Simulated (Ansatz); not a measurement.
## Ga2O3 (C2/m): the host for defect calculations

Aim: the runs on the perfect crystal Ga2O3 (C2/m) that a defect calculation needs first.

Calculated with Ansatz 0.2.0; plane-wave PAW DFT, r2SCAN; relaxation of the host's cell and atoms; PAW set soft_1, in the first sound run; inputs show where later runs differ.

## 1. Starting point

It takes space group C2/m (No. 12, monoclinic). Conventional cell: a = 12.280 Å, b = 3.048 Å, c = 5.817 Å, α = 90.00°, β = 103.76°, γ = 90.00°. Nearest to Ga lie 6 O at 1.94 to 2.08 Å. Nearest to Ga lie 4 O at 1.84 to 1.87 Å. Nearest to O lie 3 Ga at 1.84 to 1.94 Å. Nearest to O lie 4 Ga at 1.87 to 2.08 Å. Nearest to O lie 3 Ga at 1.84 to 1.95 Å. Farther neighbours and most contacts between anions are not listed.

## 2. Host cell relaxation

Cell and atoms are relaxed together, until forces and stress fall under their thresholds.

cell/input.yaml reads:

```yaml
crystal:
  lattice:
    - [6.1402367, -1.5237837, 0.0]
    - [6.1402367, 1.5237837, 0.0]
    - [-1.3841309, 0.0, 5.6503489]
  atoms:
    - { symbol: Ga, position: [0.3411617, 0.3411617, 0.68526966] }
    - { symbol: Ga, position: [0.6588383, 0.6588383, 0.31473034] }
    - { symbol: Ga, position: [0.9095256, 0.9095256, 0.205214] }
    - { symbol: Ga, position: [0.0904744, 0.0904744, 0.794786] }
    - { symbol: O, position: [0.50353087, 0.50353087, 0.74333591] }
    - { symbol: O, position: [0.49646913, 0.49646913, 0.25666409] }
    - { symbol: O, position: [0.82662894, 0.82662894, 0.43676984] }
    - { symbol: O, position: [0.17337106, 0.17337106, 0.56323016] }
    - { symbol: O, position: [0.16450498, 0.16450498, 0.10915408] }
    - { symbol: O, position: [0.83549502, 0.83549502, 0.89084592] }
basis:
  ecutwfc: 500
  xc_grid: 2
hamiltonian:
  xc: r2scan
  pseudopotentials: { kind: paw, azcp: { folder: soft_1 } }
kpoints:
  mp_grid: { grid: [9, 9, 5] }
scf:
  occupations: { method: fixed }
  max_iter: 100
relax:
  f_tol: 0.005
  max_steps: 60
  cell: {}
output:
  forces: true
  stress: true
checkpoint:
  write: "../cell.run"
  compress: false
  write_wavefunctions: false
  write_every: 100000
```

Command:

```console
ansatz run input.yaml --threads 32 --pin off --max-ram 84787MiB --backend cuda --events-out ev --progress --plain --runs-dir out --max-vram 78GiB
```

Numbers of over 12 decimals in the logs are rounded to 6 here.

Output:

```text
[... repeated set-up lines and file paths are left out, and long positions are rounded to six places ...]
basis.fft_grid_basis auto: the FFT boxes are laid along the combinations [[1, -1, 0], [0, 1, 0], [0, 0, 1]] of the cell's own vectors, 3.048, 6.326 and 5.817 Å long. The dense box has 24×48×45 points. [...]
Engine: ansatz 0.2.0, aarch64-unknown-linux-gnu
Pseudopotentials: kind: paw
Pseudopotential: Ga, paw, valence charge 13, recommended cutoff 500 eV (meta_gga), soft_1/Ga.paw.azcp
Pseudopotential: O, paw, valence charge 6, recommended cutoff 500 eV (meta_gga), soft_1/O.paw.azcp
Functional definition: r2SCAN
  parameter k0 = 0.174
  parameter k1 = 0.065
  parameter a1 = 4.9479
  exchange = r2scan_x(k0 = k0, k1 = k1, a1 = a1)
  correlation = r2scan_c
[...]
Crystal: 10 atoms, lattice volume = 105.734 Å³
Basis set: ecut = 500 eV, 2681 PW (Γ), FFT grids on a1−a2, a2, a3, exchange–correlation on 48×96×90 points (8 copies of the dense FFT grid, shifted against one another)
Bands: 54, of which v1, the nominal top of the filled ones, is band 44 counted from 1 (43 counted from 0)
Symmetry: 4 space group operations
Space group: C2/m (ITA 12), of the structure as read, at distance tolerance 4.7e-5 Å
k-points: 115 of 405
Non-local potential: Ga, projectors of the file, l = 0: 2, l = 1: 2, l = 2: 3, l = 3: 1
Non-local potential: O, projectors of the file, l = 0: 2, l = 1: 2, l = 2: 1
PAW form: soft (Blöchl's): semilocal exchange-correlation on the pseudo side does not see the compensation charge
PAW frozen core: Ga, regenerated for the run's functional (the file was generated under x = pbe(κ = 0.804, μ = 0.219515), c = pbe(β = 0.066725))
PAW frozen core: O, regenerated for the run's functional (the file was generated under x = pbe(κ = 0.804, μ = 0.219515), c = pbe(β = 0.066725))
PAW one-centre angular grid: Ga, 590 points (default); XC on 160 Gauss nodes
PAW one-centre angular grid: O, 302 points (default); XC on 160 Gauss nodes
Initial density: superposition of atomic densities (chi_scale 0.1, normalization cell, long waves kept (reshape's long-wave potential 0.03 eV rms))
Initial wavefunctions: pseudopotential atomic-orbital guess
[...]
Functional: x = r2scan, c = r2scan; τ floored in thin density (d = 2e-4 eV/Å³)
SCF iter   1: F=—  HF=-18579.944688 eV  |Δ(HF+E_count)|=         —  Δρ=1.31e-1  dr2=8.64e0  dr2_τ=6.37e-1  Hψ=18514
preconditioner: auto → Resta (q_TF=auto, 2.646 Å⁻¹)  ε∞=3.9  [insulator: Δε(μ)=3.235 eV  Ē_g=19.889 eV  n_scr=34 (ndim 8)  ℏωp=33.9 eV  f_vac=0.000  ε∞_Penn≈3.9]
SCF iter   2: F=—  HF=-18578.215269 eV  |Δ(HF+E_count)|=    1.73e0  Δρ=6.07e-2  dr2=1.80e0  dr2_τ=6.66e-2  Hψ=12695
SCF iter   3: F=—  HF=-18577.912891 eV  |Δ(HF+E_count)|=   3.02e-1  Δρ=1.64e-2  dr2=1.97e-1  dr2_τ=8.82e-3  Hψ=9900
automatic band count: iteration 3 solves 52 bands in place of 54: the levels show a gap, and the empty bands left out lie too high to hold charge; the band table lists the bands solved (type scf.n_extra_bands for more)
[...]
SCF 1 converged in 10 iterations: F = -18577.866842 eV  dr2 = 3.02e-8
  greatest PAW one-centre occupation: 0.996 electrons in one spin orbital (limit 2), on the Ga atom at site 0 (counted from 0), in its partial waves of l = 2
relax step   1: F+E_penalty+E_count = -18577.86684250 eV  Δ(F+E_penalty+E_count) = +0.000e0 eV  max|allowed force component| = 7.423e-2 eV/Å  Δτ_max = 0.0000 Å  P = -1.543 GPa  Ω = 105.734 Å³  (10 SCF iters, dr2 threshold 1.00e-7 eV, accepted)
[... the SCF cycles and remarks between the steps are left out from here to the last step ...]
relax step   2: F+E_penalty+E_count = -18577.87069020 eV  Δ(F+E_penalty+E_count) = -3.848e-3 eV  max|allowed force component| = 3.940e-2 eV/Å  Δτ_max = 0.0030 Å  P = -0.660 GPa  Ω = 105.302 Å³  energy of the carried Pulay correction = +4.176e-4 eV  (5 SCF iters, dr2 threshold 1.00e-6 eV, accepted)
relax step   3: F+E_penalty+E_count = -18577.87178668 eV  Δ(F+E_penalty+E_count) = -1.096e-3 eV  max|allowed force component| = 6.455e-3 eV/Å  Δτ_max = 0.0026 Å  P = +0.030 GPa  Ω = 104.987 Å³  energy of the carried Pulay correction = +7.230e-4 eV  (5 SCF iters, dr2 threshold 1.00e-6 eV, accepted)
relax step   4: F+E_penalty+E_count = -18577.87175309 eV  Δ(F+E_penalty+E_count) = +3.359e-5 eV  max|allowed force component| = 1.156e-2 eV/Å  Δτ_max = 0.0017 Å  P = -0.012 GPa  Ω = 105.027 Å³  energy of the carried Pulay correction = +6.842e-4 eV  (7 SCF iters, dr2 threshold 1.01e-8 eV, accepted)
relax step   5: F+E_penalty+E_count = -18577.87177845 eV  Δ(F+E_penalty+E_count) = -2.536e-5 eV  max|allowed force component| = 2.063e-3 eV/Å  Δτ_max = 0.0009 Å  P = +0.002 GPa  Ω = 105.015 Å³  energy of the carried Pulay correction = +6.963e-4 eV  (6 SCF iters, dr2 threshold 8.35e-9 eV, accepted)
[...]
iter 1 solved again at ethr=2.17e-8 eV; its pass at ethr=3.10e-3 eV (dr2=1.91e-5 eV) is discarded
SCF iter   1: F=—  HF=-18577.870729 eV  |Δ(HF+E_count)|=         —  Δρ=2.61e-5  dr2=1.12e-7  dr2_τ=2.20e-7  Hψ=36164
[...]
SCF iter   2: F=—  HF=-18577.871086 eV  |Δ(HF+E_count)|=   3.57e-4  Δρ=1.50e-5  dr2=5.01e-8  dr2_τ=1.77e-8  Hψ=9818
SCF iter   3: F=—  HF=-18577.871086 eV  |Δ(HF+E_count)|=   3.47e-8  Δρ=2.06e-6  dr2=2.04e-9  dr2_τ=5.63e-10  Hψ=10567
SCF iter   4: F=—  HF=-18577.871086 eV  |Δ(HF+E_count)|=   3.51e-9  Δρ=4.50e-7  dr2=1.75e-10  dr2_τ=1.84e-11  Hψ=10772
SCF iter   5: F=-18577.871086 eV  HF=-18577.871086 eV  |Δ(HF+E_count)|=  1.35e-10  Δρ=1.72e-7  dr2=1.98e-11  dr2_τ=5.91e-13  Hψ=29973
SCF 6 converged in 5 iterations: F = -18577.871086 eV  dr2 = 1.98e-11
[...]
relax step   6: F+E_penalty+E_count = -18577.87108612 eV  Δ(F+E_penalty+E_count) = +6.923e-4 eV  max|allowed force component| = 2.061e-3 eV/Å  Δτ_max = 0.0000 Å  P = +0.004 GPa  Ω = 105.015 Å³  stress off target by 1.99e-2 GPa  SCF on the basis re-selected at this cell (its energy is not comparable with the rows above)  (5 SCF iters)
basis re-selected at this cell: Δ(F+E_penalty+E_count) = +6.923e-4 eV, ΔP = +0.001 GPa vs the last step (what re-selecting the basis moved, of the pressure what is left beyond the Pulay correction that the steps carried, after the strain that the cell walked [...]
SCF converged after 5 iterations
Free energy (F): -18577.871086 eV
Harris-Foulkes:  -18577.871086 eV  (|F-HF|=1.46e-11)
Internal energy: -18577.871086 eV  (E = F + TS)
E sigma→0 (E₀):  -18577.871086 eV
Fermi energy:    7.652325 eV
--- Per-component energies (eV) ---
  E_band       = -160.930434
  E_kinetic    = 1467.823790
  E_local      = -7012.757537  (includes V_loc(G=0)·N_el)
  E_nonlocal   = -26.175438
  E_hartree    = 4113.741541
  E_xc         = -651.099043
  E_vxc        = -836.423813  (∫ρ·V_xc dr)
  E_paw        = -9056.832971  (= ΣΔE_a)
  E_vpaw       = -2030.964216  (= ΣTr[D̂ρ^β])
  E_aug_tail   = 0.001753  (compensation charges beyond the density's cutoff)
  E_vtau       = 50.081846  (kinetic-family band-sum trace: ∫τ·v_τ [+ j·A + Jᵃ·Aᵃ] dr)
  E_ewald      = -7409.769273
  E_core_change = -2.803908  (= ΣΔE_core)
  E_smearing   = -0.000000  (= −TS)
  E_closure    = 0.000000  (closes the sum)
  Σ components = -18577.871086   (vs F -18577.871086, Δ=0.00e0)
--- Forces (eV/Å), atoms counted from 1 ---
  atom   1  Ga    -0.00077921     0.00000000     0.00042962
  atom   2  Ga     0.00077921    -0.00000000    -0.00042962
  atom   3  Ga     0.00150506    -0.00000000    -0.00027862
  atom   4  Ga    -0.00150506     0.00000000     0.00027862
  atom   5  O      0.00206138    -0.00000000    -0.00083245
  atom   6  O     -0.00206138     0.00000000     0.00083245
  [... 4 more lines of this table ...]
  max |Σ_I F_I| component: 2.17e-19 eV/Å
--- Stress (GPa, compression-positive) ---
        0.019844       0.000000      -0.001715
        0.000000       0.000265      -0.000000
       -0.001694      -0.000000      -0.008466
  P = ⅓ Tr σ = 0.0039 GPa (0.039 kbar)
--- Band table (eV; the first three rows and the last of 115) ---
  k-point 0: bands = ["-12.1609", "-11.0221", "-11.0036", "-10.8801", "-10.4310", "-10.4110", "-5.5587", "-5.5033", "-5.4983", "-5.4398", [... rest cut ...]
  k-point 1: bands = ["-12.0921", "-11.1592", "-11.0052", "-10.8211", "-10.4806", "-10.3730", "-5.5467", "-5.5054", "-5.4995", "-5.4378", [... rest cut ...]
--- Relaxed structure (5 steps of the walk, 5 accepted, 1 SCFs on fresh bases) ---
  F+E_penalty+E_count = -18577.87108612 eV   max|allowed force component| = 2.061e-3 eV/Å   (the final SCF, on the basis selected at the relaxed cell)
  cell:  # Å, volume = 105.0150 Å³
    - [6.126595, -1.519480, -0.00261505]
    - [6.126595, 1.519480, -0.00261505]
    - [-1.383462, 3.0349216602467774e-18, 5.640952]
  atoms:
    - { symbol: Ga, position: [0.341291, 0.341291, 0.685546] }
    - { symbol: Ga, position: [0.658709, 0.658709, 0.314454] }
    - { symbol: Ga, position: [0.909476, 0.909476, 0.205193] }
    - { symbol: Ga, position: [0.090524, 0.090524, 0.794807] }
    - { symbol: O, position: [0.503746, 0.503746, 0.743804] }
    - { symbol: O, position: [0.496254, 0.496254, 0.256196] }
  [... 4 more lines of this table ...]
```

Elapsed: 6.3 s, on 1 × NVIDIA GB200 with 32 threads of Arm Neoverse V2, shared host; peak memory 1 GiB; 30 s of CPU time.

Step by step:

```tsv
step	energy less that of the first step (eV)	largest force component (eV/Å)	pressure (GPa)	volume (Å³)
1	0.0000	0.0742	-1.54	105.73
2	-0.0038	0.0394	-0.66	105.30
3	-0.0049	0.0065	0.03	104.99
4	-0.0049	0.0116	-0.01	105.03
5	-0.0049	0.0021	0.00	105.01
6*	-0.0042	0.0021	0.00	105.01
```

Relaxation steps marked * repeat the geometry before them on a plane-wave basis chosen anew for their cell, so energy and pressure can jump there.

The run keeps the 4 symmetry operations that it works with, so distortions that break them were not tested.

```tsv
cell as run	before	after	change
a (Å)	6.326	6.312	-0.2 %
b (Å)	6.326	6.312	-0.2 %
c (Å)	5.817	5.808	-0.2 %
α (°)	103.35	103.39	+0.0 %
β (°)	103.35	103.39	+0.0 %
γ (°)	27.87	27.86	-0.1 %
volume (Å³/atom)	10.57	10.50	-0.7 %
```

This step gave:

| Item | Value |
| --- | --- |
| pressure | 0.003881 GPa |

The relaxation ends with a largest force component of 0.0021 eV/Å and a pressure of 0.00 GPa.

## 3. Dielectric tensors of the host

The response to a uniform electric field gives the electronic dielectric tensor.

This step: plane-wave PAW DFPT, PBEsol; dielectric tensors, Born charges and zone-centre modes of the host; PAW set soft_1 (Ansatz 0.2.0).

eps/input.yaml reads:

```yaml
crystal:
  lattice:
    - [6.1265954155, -1.5194804787, -0.0026150466]
    - [6.1265954155, 1.5194804787, -0.0026150466]
    - [-1.3834622942, 0.0, 5.6409524212]
  atoms:
    - { symbol: Ga, position: [0.3412914738, 0.3412914738, 0.6855455686] }
    - { symbol: Ga, position: [0.6587085262, 0.6587085262, 0.3144544314] }
    - { symbol: Ga, position: [0.9094760976, 0.9094760976, 0.2051927019] }
    - { symbol: Ga, position: [0.0905239024, 0.0905239024, 0.7948072981] }
    - { symbol: O, position: [0.5037459962, 0.5037459962, 0.7438036944] }
    - { symbol: O, position: [0.4962540038, 0.4962540038, 0.2561963056] }
    - { symbol: O, position: [0.8266685284, 0.8266685284, 0.4364762482] }
    - { symbol: O, position: [0.1733314716, 0.1733314716, 0.5635237518] }
    - { symbol: O, position: [0.1641900411, 0.1641900411, 0.1091184621] }
    - { symbol: O, position: [0.8358099589, 0.8358099589, 0.8908815379] }
basis:
  ecutwfc: 420
hamiltonian:
  xc: pbesol
  pseudopotentials: { kind: paw, azcp: { folder: soft_1 }, xc_functional: pbe }
kpoints:
  mp_grid: { grid: [8, 8, 4] }
scf:
  occupations: { method: fixed }
  max_iter: 100
phonons:
  method: dfpt
  dielectric: true
  rigid_motions: translations
```

Output:

```text
[...]
Crystal: 10 atoms, lattice volume = 105.015 Å³
Basis set: ecut = 420 eV, 2041 PW (Γ), exchange–correlation on 90×90×80 points (8 copies of the dense FFT grid, shifted against one another)
Bands: 54, of which v1, the nominal top of the filled ones, is band 44 counted from 1 (43 counted from 0)
Symmetry: 4 space group operations
k-points: 132 of 256 (irreducible under 1 space group operation, time reversal used)
[...]
SCF iter   1: F=—  HF=-18344.102295 eV  |Δ(HF+E_count)|=         —  Δρ=1.17e-1  dr2=6.51e0  Hψ=20836
[...]
SCF iter   2: F=—  HF=-18342.454121 eV  |Δ(HF+E_count)|=    1.65e0  Δρ=5.26e-2  dr2=1.37e0  Hψ=13822
[...]
SCF iter  13: F=-18341.862711 eV  HF=-18341.862711 eV  |Δ(HF+E_count)|=  3.64e-12  Δρ=1.65e-7  dr2=2.70e-11  Hψ=44763
SCF 1 converged in 13 iterations: F = -18341.862711 eV  dr2 = 2.70e-11
[...]
the response reads at least the filled bands of the reference SCF and the lowest empty band at each k-point, and that SCF's band table does not vouch for those bands. The notice of the band table in this run's record says why
[...]
NSCF: frozen V_eff on 1 k-points
[...]
NSCF: frozen V_eff on 78 k-points, pencils in batches of 32, up to order 216
[...]
DFPT response loops at q = (0, 0, 0) (fractional): preconditioner auto → Resta (q_TF=auto, 2.649 Å⁻¹)  ε∞=5.1 (no band partly filled); β = 1.00, the filter's whole step (`scf.mixing.beta` (0.50) is not read by the response loops at its default; [...]
[...]
DFPT response loops at Γ: preconditioner auto → Resta (q_TF=auto, 2.649 Å⁻¹)  ε∞=5.1 (no band partly filled); β = 1.00, the filter's whole step (`scf.mixing.beta` (0.50) is not read by the response loops at its default; [...]
── the response to a field inside a basis, on 10×10×6 k-points: an SCF that follows is theirs, and a resumed run solves both again ──
[...]
Bands: 45, of which v1, the nominal top of the filled ones, is band 44 counted from 1 (43 counted from 0)
k-points: 165 of 600
[...]
Eigensolver: Dense (165 Hₖ)
SCF iter   1: F=—  HF=-18341.685953 eV  |Δ(HF+E_count)|=         —  Δρ=8.27e-4  dr2=1.68e-4
[...]
SCF 1 converged in 6 iterations: F = -18341.686074 eV  dr2 = 7.12e-9
[...]
SCF converged after 13 iterations
[...]
-1.44613   -0.00000   -0.05802
        -0.00000   -2.10203    0.00000
        -0.03288    0.00000   -2.51398
    site 9:
        -1.44613   -0.00000   -0.05802
        -0.00000   -2.10203    0.00000
        -0.03288    0.00000   -2.51398
  Z* charge neutrality: 1.932e-2 e pre-enforcement
  solved inside a basis spanned on kpoints, on 10×10×6 k-points, its susceptibility summed on 12×12×6: ε∞ is read to err by 2.0e-2, Z* by 2.2e-2 e (field_mesh: kpoints solves on kpoints); Z* is corrected for what the basis lacks
  optical modes at Γ without the LO–TO term, one row a degenerate level:
      ω (cm⁻¹)  modes    IR ((D/Å)²/amu)
        105.58      1             0.0000
        107.58      1             0.0000
        141.49      1             0.0000
        147.01      1             0.1106
        160.98      1             0.0000
        186.63      1            11.2263
        187.49      1             0.0000
        245.48      1             8.2877
        269.87      1             0.4949
        293.38      1            14.4611
        310.92      1             0.0000
        337.91      1             0.0000
        342.47      1             0.0000
        346.08      1             4.9207
        383.18      1             0.0000
        419.13      1            29.2712
        443.03      1            24.1871
        453.00      1             0.0000
        466.85      1             0.0000
        558.42      1            32.2771
        610.54      1             0.0000
        638.77      1             0.0000
        641.59      1             0.0000
        648.84      1            13.1842
        669.25      1             8.5971
        722.11      1             5.0084
        741.74      1             0.0000
  optical modes at Γ + LO–TO along q̂ = [1.0000, 0.0000, 0.0000]:
      ω (cm⁻¹)  modes    IR ((D/Å)²/amu)
        105.58      1             0.0000
        107.58      1             0.0000
        141.49      1             0.0000
        147.01      1             0.1106
        160.98      1             0.0000
        187.49      1             0.0000
        189.51      1            10.7541
[...]
optical modes at Γ + LO–TO along q̂ = [0.0000, 1.0000, 0.0000]:
      ω (cm⁻¹)  modes    IR ((D/Å)²/amu)
[...]
optical modes at Γ + LO–TO along q̂ = [0.0000, 0.0000, 1.0000]:
      ω (cm⁻¹)  modes    IR ((D/Å)²/amu)
[...]
443.03      1            24.1871
        453.00      1             0.0000
        465.59      1            23.3031
        466.85      1             0.0000
        610.54      1             0.0000
        638.72      1            21.7370
        638.77      1             0.0000
        641.59      1             0.0000
        648.84      1            13.1842
        684.61      1             6.9890
        741.74      1             0.0000
        768.96      1            29.9600
```

Elapsed: 28 s, on 1 × NVIDIA GB200 with 32 threads; peak memory 5.5 GiB; 4.4 min of CPU time.

Electronic dielectric tensor:

```
4.07 0.00 0.00
0.00 4.18 0.00
0.00 0.00 4.18
```

Static dielectric tensor:

```
11.02  0.00 -0.83
 0.00 10.83  0.00
-0.83  0.00 13.62
```

The principal values of the electronic dielectric tensor are 4.07, 4.18 and 4.18. The principal values of the static dielectric tensor are 10.77, 10.83 and 13.87.

[end of part 1 of 2]

[Logs are printed without paths, hosts, clocks, repeated set-up lines and the standing remarks that a program may print on its own settings, such as how far it seeks lower states.]

[Hosts, paths, dates, database ids (printed as entryN), source tags and the programs' standing remarks are cut or masked in the printed files.]

[Runs of the host that timed out are not shown.]

[For some hosts the program warned that the k-mesh of the response run may be too coarse for force constants and the static dielectric constant; such warnings are not always shown.]

[The program warned that the k-mesh of a response run behind this text may be too coarse: force constants, and the static dielectric constant and all else formed from them, are not shown converged.]
